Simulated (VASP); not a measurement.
All cells: G0W0@PBE in VASP with _GW potentials, real axis with 200 points, bands to about 270 eV, response cutoff 180 eV, meshes of 6×6×6 or like density, handbook lattice constants, no spin-orbit coupling; edges are sought among the points solved (high-symmetry points and, for some cells, the mesh's band edge), and the crystal's can lie elsewhere. Band sums and response are cut, so the gaps aren't at their basis limit.

(1) Order these cells by the G0W0 gap between the Kohn-Sham band edges, smallest first.
A. Si (Fd-3m), 2 atoms, 20.0 Å³ an atom
B. BAs (F-43m), 2 atoms, 13.6 Å³ an atom
C. BP (F-43m), 2 atoms, 11.7 Å³ an atom

## Answers

(1) A (1.24 eV), B (1.91 eV), C (2.03 eV).
